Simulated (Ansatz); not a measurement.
## Al2Ru in Ansatz: the effect of target pressure

Al2Ru:

```
Ru Al
1.0
    -1.56042    1.56042    4.22181
     1.56042   -1.56042    4.22181
     1.56042    1.56042   -4.22181
Ru Al
1 2
Direct
  0.00000 0.00000 0.00000
  0.34080 0.34080 0.00000
  0.65920 0.65920 0.00000
```

The cell comes from a database or a generator and needn't be the stable form of this composition.

Alike in all runs:

* Program: Ansatz 0.2.0
* Task: relaxation of cell and atoms
* Functional: PBEsol
* Potentials or basis: Ansatz PAW
* Cutoff: 420 eV (not typed: the program's choice for these potentials)
* k mesh: 12 × 12 × 12
* Occupations: fermi-dirac, width 0.05 eV
* Spin: no spin polarisation

Each run relaxes the cell or the atoms first.

```tsv
target pressure	relaxed volume (Å³/atom)
0 GPa	13.68
2 GPa	13.53
5 GPa	?
10 GPa	13.01
20 GPa	12.48
30 GPa	12.04
```

Question: What does the run with target pressure 5 GPa give?

Answer: Relaxed volume 13.32 Å³/atom.

Worked out: In Murnaghan's law V^(-B') rises as a straight line in P. The other rows fit best with B' = 4.0, V0 = 13.68 Å³/atom and B0 = 180 GPa, which gives 13.32 Å³/atom at 5 GPa, against the run's 13.32.

Caveats: the plane-wave basis is chosen anew once the cell has moved, so the energies of steps on either side of that aren't comparable; the PAW data sets come from PBE, with cores solved anew for the run's functional, which leaves a small shift of forces and pressure.
